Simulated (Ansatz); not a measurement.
**Sb in Ansatz: the effect of functional**

Crystal: Sb.

```
CELL_PARAMETERS angstrom
-1.90804 1.90804 1.90804
1.90804 -1.90804 1.90804
1.90804 1.90804 -1.90804
ATOMIC_POSITIONS crystal
Sb 0.00000 0.00000 0.00000
```

This isn't the form of Sb at room conditions, which is rhombohedral.

The cell isn't the ideal one: volume scaled by 1.06.

Alike in all runs:

- Program: Ansatz 0.2.0
- Task: single point
- Potentials or basis: Ansatz PAW
- k mesh: 10 × 10 × 10
- Occupations: fermi-dirac, width 0.05 eV
- Spin: no spin polarisation

Question: One run gave: pressure -3.5 GPa. Which functional did it use?
A. PBEsol
B. r2SCAN
C. LDA

Answer: A.

```tsv
functional	cutoff	pressure (GPa)
LDA	420 eV (not typed: the program's choice for these potentials)	-4.6
PBEsol	420 eV (not typed: the program's choice for these potentials)	-3.5
r2SCAN	500 eV (not typed: the program's choice for these potentials)	-1.2
```

Caveats: the PAW data sets come from PBE, with cores solved anew for the run's functional, which leaves a small shift of forces and pressure.

Runs at the PBE level aren't shown here.
